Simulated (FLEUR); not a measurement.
# MnS (Browneite): which magnetic order is lowest, part 2 of 2

Does MnS (Browneite) prefer parallel or opposed moments?

FLEUR MaX-R8.1; PBE with U = 4 eV on Mn d; all-electron FLAPW, Dirac cores, scalar-relativistic bands.

So far. Step 2 (Start 1: ferro +): After 16 cycles the largest moment stands at 4.73 μB.

**4. Run 3 (antiferro q=(0,1/2,1/2) +-)**

Another pattern of signs weighs the neighbour shells otherwise.

The cell is doubled to 4 atoms to hold this order. The mesh is halved along the doubled vector, so that both cells sample the same points. The k list default-1 (kpts.xml, not shown) is a Γ-centred 10×5×10 mesh.

The input, inp.xml:

```
<?xml version="1.0" encoding="UTF-8" standalone="no"?>
<fleurInput fleurInputVersion="0.39">
   <comment>
      MnS
   </comment>
   <calculationSetup>
      <cutoffs Kmax="4.26" Gmax="12.8" GmaxXC="12.8" numbands="0"/>
      <scfLoop itmax="120" minDistance="0.0001" maxIterBroyd="15" imix="Anderson" alpha="0.05" precondParam="0.0" spinf="2.0" sdNocoIR="T"/>
      <coreElectrons ctail="T" frcor="F" kcrel="0" coretail_lmax="0"/>
      <xcFunctional name="pbe" relativisticCorrections="F"/>
      <magnetism jspins="2"/>
      <soc l_soc="F" theta="0.0" phi="0.0" spav="F"/>
      <expertModes spex="0" secvar="F"/>
      <geometryOptimization l_f="F" forcealpha="1.0" forcemix="BFGS" epsdisp="0.00001" epsforce="0.00001"/>
      <ldaU l_linMix="F" mixParam="0.05" spinf="1.0"/>
   </calculationSetup>
   <cell>
      <bzIntegration valenceElectrons="42.0" mode="hist" fermiSmearingEnergy="0.00073499">
         <kPointListSelection listName="default-1"/>
         <xi:include xmlns:xi="http://www.w3.org/2001/XInclude" href="kpts.xml"> </xi:include>
      </bzIntegration>
      <xi:include xmlns:xi="http://www.w3.org/2001/XInclude" href="sym.xml"> </xi:include>
      <bulkLattice scale="1.0">
         <bravaisMatrix>
            <row-1>    0.0000000000000000     5.2912331488799991     5.2912331488799991</row-1>
            <row-2>   10.5824662977599981     0.0000000000000000    10.5824662977599981</row-2>
            <row-3>   10.5824662977599981     5.2912331488799991     5.2912331488799991</row-3>
         </bravaisMatrix>
      </bulkLattice>
   </cell>
   <atomSpecies>
      <species name="Manganese 4.500" element="Mn" atomicNumber="25">
         <mtSphere radius="2.7" gridPoints="893" logIncrement="0.014"/>
         <atomicCutoffs lmax="10" lnonsphr="8"/>
         <electronConfig flipSpins="F">
            <coreConfig>(1s1/2) (2s1/2) (2p1/2) (2p3/2)</coreConfig>
            <valenceConfig>(3s1/2) (3p1/2) (3p3/2) (4s1/2) (3d3/2) (3d5/2)</valenceConfig>
            <stateOccupation state="(3d3/2)" spinUp="1.75" spinDown="0.25"/>
            <stateOccupation state="(3d5/2)" spinUp="3.0" spinDown="0.0"/>
         </electronConfig>
         <energyParameters s="4" p="4" d="3" f="4"/>
         <ldaU l="2" U="4.0" J="0.0" l_amf="F"/>
         <lo type="SCLO" l="0" n="3" eDeriv="0"/>
         <lo type="SCLO" l="1" n="3" eDeriv="0"/>
      </species>
      <species name="Manganese -4.500" element="Mn" atomicNumber="25">
         <mtSphere radius="2.7" gridPoints="893" logIncrement="0.014"/>
         <atomicCutoffs lmax="10" lnonsphr="8"/>
         <electronConfig flipSpins="F">
            <coreConfig>(1s1/2) (2s1/2) (2p1/2) (2p3/2)</coreConfig>
            <valenceConfig>(3s1/2) (3p1/2) (3p3/2) (4s1/2) (3d3/2) (3d5/2)</valenceConfig>
            <stateOccupation state="(3d3/2)" spinUp="0.25" spinDown="1.75"/>
            <stateOccupation state="(3d5/2)" spinUp="0.0" spinDown="3.0"/>
         </electronConfig>
         <energyParameters s="4" p="4" d="3" f="4"/>
         <ldaU l="2" U="4.0" J="0.0" l_amf="F"/>
         <lo type="SCLO" l="0" n="3" eDeriv="0"/>
         <lo type="SCLO" l="1" n="3" eDeriv="0"/>
      </species>
      <species name="Sulfur (S)" element="S" atomicNumber="16">
         <mtSphere radius="1.76" gridPoints="583" logIncrement="0.02"/>
         <atomicCutoffs lmax="6" lnonsphr="4"/>
         <electronConfig flipSpins="F">
            <coreConfig>(1s1/2) (2s1/2) (2p1/2) (2p3/2)</coreConfig>
            <valenceConfig>(3s1/2) (3p1/2) (3p3/2)</valenceConfig>
            <stateOccupation state="(3p1/2)" spinUp="0.666667" spinDown="0.666667"/>
            <stateOccupation state="(3p3/2)" spinUp="1.333333" spinDown="1.333333"/>
         </electronConfig>
         <energyParameters s="3" p="3" d="3" f="4"/>
      </species>
   </atomSpecies>
   <atomGroups>
      <atomGroup species="Manganese 4.500">
         <relPos label="                   1">.0000000000 .0000000000 .0000000000</relPos>
         <force calculate="T" relaxXYZ="TTT"/>
      </atomGroup>
      <atomGroup species="Manganese -4.500">
         <relPos label="                   2">.0000000000 1.000/2.000 .0000000000</relPos>
         <force calculate="T" relaxXYZ="TTT"/>
      </atomGroup>
      <atomGroup species="Sulfur (S)">
         <relPos label="                   3">1.000/4.000 .0000000000 1.000/4.000</relPos>
         <relPos label="                   4">1.000/4.000 1.000/2.000 1.000/4.000</relPos>
         <force calculate="T" relaxXYZ="TTT"/>
      </atomGroup>
   </atomGroups>
   <output dos="F" band="F" slice="F">
      <bandDOS minEnergy="-.5*Htr" maxEnergy="0.5*Htr" sigma="0.015" storeEVData="T"/>
      <plotting iplot="0" polar="F">
         <plot TwoD="T" vec1="  1.0  0.0  0.0" vec2="  0.0  1.0  0.0" vec3="  0.0  0.0  1.0" zero="  0.0  0.0  0.0" file="plot"/>
      </plotting>
      <moessbauerParams electricFieldGradient="F" isomerShift="F" coreHyperfine="F" valenceHyperfine="F"/>
   </output>
</fleurInput>
```

The input, crystal.txt:

```
MnS
&input film=F cartesian=F /
0.00000000000  2.80000000000  2.80000000000
5.60000000000  0.00000000000  5.60000000000
5.60000000000  2.80000000000  2.80000000000
1.8897261246
1.0 1.0 1.0

4
25 0.00000000000  0.00000000000  0.00000000000 : 4.500
25 0.00000000000  0.50000000000  0.00000000000 : -4.500
16 0.25000000000  0.00000000000  0.25000000000
16 0.25000000000  0.50000000000  0.25000000000

&kpt div1=10 div2=5 div3=10 gamma=T /
```

Started as:

```
OMP_NUM_THREADS=1 inpgen -f crystal.txt > inpgen.log  # inp.xml is then edited as shown
OMP_NUM_THREADS=1 mpirun -n 2 fleur_MPI > fleur.log
```

The program printed:

```text
[banner, memory and clock lines left out]
Welcome to FLEUR        (www.flapw.de)
      MaX-Release 8.1          (www.max-centre.eu)

 ========== k-point set info ==========
 Selected k-point list: default-1
 k-point list type: mesh
 0 x 0 x 0
 Number of k points: 142

 [... set-up left out ...]
 no density matrix found ... skipping LDA+U
 Reset of history
 Iteration:     1   Distance:       8.95067355 me/bohr^3
 Iteration:     2   Distance:       8.70280673 me/bohr^3
 Iteration:     3   Distance:       8.01628968 me/bohr^3
[...]
[... left out ...]
            <freeEnergy value="-3115.7143922685"/>
            <extrapolationTo0K value="-3115.7143922685"/>
         </totalEnergy>
         [... left out ...]
         <ldaUDensityMatrixConvergence>
            <distance spin="1" distance="0.000003"/>
            <distance spin="2" distance="0.000003"/>
         </ldaUDensityMatrixConvergence>
         <densityConvergence units="me/bohr^3">
            <chargeDensity spin="1" distance="0.0000483869"/>
            <chargeDensity spin="2" distance="0.0000507749"/>
            <overallChargeDensity distance="0.0000857029"/>
            <spinDensity distance="0.0000499378"/>
         </densityConvergence>
      </iteration>
```

Run time: 41 min. Hardware: 2 MPI ranks of Arm Neoverse N1, shared host; peak memory 0.47 GiB; 82 min of CPU time.

Spin moment in the muffin-tin sphere by atom:

| atom | spin moment in the muffin-tin sphere (μB) |
| --- | --- |
| Mn1 | 4.61 |
| Mn2 | -4.61 |
| S3 | 0.00 |
| S4 | 0.00 |

This step gave:

```
free energy                                                       : -84782.9078 eV
program's band gap on this mesh (in a metal only a level spacing) : 2.775 eV
magnetization                                                     : 0 μB
final state                                                       : antiferromagnetic
```

It lies 97.4 meV a seeded atom under the first start, and its largest moment is 4.61 μB against 4.73 μB.

**5. Ranking**

Free energies are divided by the number of seeded atoms, so that cells of unlike size compare. Wavevectors q in the names are fractions of the primitive cell's reciprocal vectors.

Orders:

| start | final state | typed order kept | energy over the lowest (meV a seeded atom) | largest sphere moment (μB) | net moment (μB a primitive cell) | mesh matched | CPU time (s) |
| --- | --- | --- | --- | --- | --- | --- | --- |
| ferro + | ferromagnetic | yes | 97.39 | 4.731 | 5 | yes | 262.5 |
| antiferro q=(0,1/2,1/2) +- | antiferromagnetic | yes | 0 | 4.614 | 0 | yes | 4896 |

**6. What came out**

* lowest state found: antiferromagnetic (typed antiferro q=(0,1/2,1/2) +-)
* largest site spin moment: 4.61 μB
* next finished state: ferromagnetic, 97.4 meV a seeded atom higher

In words: The lowest state found is antiferromagnetic, reached from the start antiferro q=(0,1/2,1/2) +-, with moments up to 4.61 μB. The next finished state costs 97 meV a seeded atom. 1 start gave no converged result and is missing from the ranking; where cut off, the energy had nearly settled 22 meV a seeded atom over the lowest. This is the lowest of 2 finished starts, no proof of the ground state.

[Logs and program files are shortened in this print: banners, set-up blocks, solver, clock and traceback lines can be left out without a mark of their own.]

[Logs are printed without paths, hosts, clocks, repeated set-up lines and the standing remarks that a program may print on its own settings, such as how far it seeks lower states.]

[Hosts, paths, dates, database ids (printed as entryN), source tags and the programs' standing remarks are cut or masked in the printed files.]

[Where a cell is said to come from a database of computed structures, the database is the Materials Project.]
